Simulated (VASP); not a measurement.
Wanted: the native input for a VASP 6.6.1 run.

```yaml
Task: single point
Functional: PBE
Potentials_or_basis: VASP PAW PBE potentials, release 64 (Se, Pb_d)
Cutoff: 520 eV
k_mesh: 2 × 2 × 2
Occupations: fermi-dirac, width 0.05 eV
Spin: no spin polarisation
Dipole_correction: no
Further_INCAR_settings: LREAL = Auto; ALGO = Fast; EDIFF = 1e-06; NBANDS = 86
```

The structure of Pb7Se8 (a cell with a defect) lies in POSCAR:

```
Pb7Se8
1.0
    0.0000000000      6.0969200000      6.0969200000
    6.0969200000      0.0000000000      6.0969200000
    6.0969200000      6.0969200000      0.0000000000
Se Pb
8 7
Direct
    0.2431798351      0.2390580818      0.2725827139
    0.2982395209      0.2461647028      0.7536542221
    0.2249008516      0.7412612434      0.2586542877
    0.2439911463      0.7771885641      0.7329081733
    0.7542877387      0.2669287115      0.2225759892
    0.7000562579      0.2461657689      0.7536685736
    0.7733174291      0.7412515664      0.2586587162
    0.7548297337      0.7274098233      0.7609323232
   -0.0168262828     -0.0015418441      0.4890653806
    0.0147253859      0.5108998478      0.0017202948
   -0.0011662446      0.3897342429      0.6106646471
    0.4989761224     -0.0410688512      0.0412517304
    0.5272389994     -0.0015707931      0.4891266410
    0.4706087664      0.5109437224      0.0016634629
    0.4990860139      0.5277716454      0.4722076885
```

The input as run:

INCAR

```
SYSTEM = Pb7Se8
PREC = Accurate ; ENCUT = 520
EDIFF = 1E-6 ; ISMEAR = -1
SIGMA = 0.05 ; LREAL = Auto
LASPH = .TRUE. ; NELM = 80
ALGO = Fast ; ISIF = 2
LWAVE = .FALSE. ; LCHARG = .TRUE.
GGA = PE ; LELF = .TRUE.
LVHAR = .TRUE. ; NBANDS = 86
```

KPOINTS

```
Automatic mesh
0
G
  2 2 2
  0 0 0
```

Potentials or basis: VASP PAW PBE potentials, release 64 (Se, Pb_d).

The run is started by

```sh
$ cat potpaw_PBE.64/Se/POTCAR potpaw_PBE.64/Pb_d/POTCAR > POTCAR
$ mpirun -np 1 vasp_std > vasp.out
```

Results of the run:

The pressure is 0.5 GPa, the largest force is 0.593 eV/Å and the band gap on the k mesh is none (metal or under the smearing width).

Caveat: the k mesh is coarse (spacing up to 0.45 Å⁻¹), so the values aren't converged.

Run time: 7.7 min on 1 thread of AMD EPYC 9R45 (Zen 5) (shared host), peak memory 0.62 GiB.
